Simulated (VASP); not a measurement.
# I: restarted molecular dynamics, 2 variants

I, Cmce (no. 64), 8 atoms in the cell. PBE, molecular dynamics; PAW potentials I (PBE set).

| Restart from | Temperature at the end (K) | The same without a restart (K) | Potential energy at the end (eV/atom) | The same without a restart (eV/atom) | Electronic steps in the first step after the restart | Time (s) |
|---|---|---|---|---|---|---|
| CONTCAR with velocities, WAVECAR read | 1035.0 | 1035.0 | -1.50072 | -1.50072 | 4 | 283 |
| CONTCAR with velocities, no WAVECAR | 1035.0 | 1035.0 | -1.50072 | -1.50072 | 14 | 306 |

Limits: 240 fs of 8 atoms are too short for converged averages; the cell is only 4.8 Å across, so each atom moves in step with near copies of itself.

## Input of the first row

INCAR.step1:
```
GGA = PE
PREC = Normal
ENCUT = 200
EDIFF = 1E-6
NELMIN = 4
NELM = 60
ALGO = Normal
LREAL = Auto
LASPH = T
ISMEAR = 0
SIGMA = 0.05
ISYM = 0
LWAVE = T
LCHARG = F
IBRION = 0
NSW = 30
POTIM = 4.0
TEBEG = 600
ISIF = 2
RANDOM_SEED = 392150 0 0
MDALGO = 2
SMASS = -3
KPAR = 2
```

INCAR.step2, as INCAR.step1 but for:
```
- LWAVE = T
+ LWAVE = F
```

KPOINTS:
```
k-points
0
Monkhorst-Pack
  2 2 1
```

POSCAR.step1:
```
I
1.0
    7.2700700000      0.0000000000      0.0000000000
    0.0000000000      4.7900400000      0.0000000000
    0.0000000000      0.0000000000      9.7934400000
I
8
Direct
    0.5000000000      0.8507000000      0.3844000000
    0.5000000000      0.3507000000      0.1156000000
    0.5000000000      0.1493000000      0.6156000000
    0.5000000000      0.6493000000      0.8844000000
    0.0000000000      0.3507000000      0.3844000000
    0.0000000000      0.8507000000      0.1156000000
    0.0000000000      0.6493000000      0.6156000000
    0.0000000000      0.1493000000      0.8844000000
```

Commands (each step's output is kept before the next begins):
```
cat potpaw_PBE.64/I/POTCAR > POTCAR
cp INCAR.step1 INCAR
cp POSCAR.step1 POSCAR
mpirun -np 2 vasp_std > vasp.out
cp CONTCAR POSCAR
cp INCAR.step2 INCAR
mpirun -np 2 vasp_std > vasp.out
```

Changes of the last row against the first:
```
(step 1)
- LWAVE = True
+ LWAVE = False
```

VASP 6.6.1 took 283 s on 2 cores (Intel Xeon Platinum 8259CL @ 2.50GHz (Skylake/Cascade Lake)), a shared host.
